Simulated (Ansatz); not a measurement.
Reaction (substitution at a C–C bond): `C=CC(C)=O` + `C[SiH2]O` → `C[SiH2]OC(C)=O` + `C=C`

Gas-phase electronic energies from Ansatz, PBE0-D4/def2-TZVP geometries. CCSD(T)/CBS is the MP2 limit (def2-TZVPP, def2-QZVPP) plus CCSD(T) − MP2 in def2-TZVPP, frozen cores. This one scheme is used for every species. DFT in def2-TZVPP. B3LYP here is the variant with VWN-RPA as its local correlation; programs differ in this. Each species was taken in one conformer, which may not be the lowest.

Problem. Is it downhill or uphill in electronic energy at CCSD(T)/CBS, and by how much? (An estimate is asked.)

Solution. Computed: Downhill: ΔE = -26.2 kJ/mol.

Problem. What do these levels give: B3LYP-D4, B2PLYP, PBE, PBE0, CCSD/def2-TZVPP, MP2/CBS(def2)? (An estimate is asked.)

Solution. Computed: B3LYP-D4 -31.4, B2PLYP -30.3, PBE -29.6, PBE0 -30.2, CCSD/def2-TZVPP -30.2, MP2/CBS(def2) -22.6 kJ/mol.

Largest T1 diagnostic among the species: 0.014.

In def2-TZVPP, CCSD(T) changes the Hartree–Fock value by +9.5 kJ/mol (the triples alone add +0.6 kJ/mol) and MP2 by +13.1 kJ/mol.
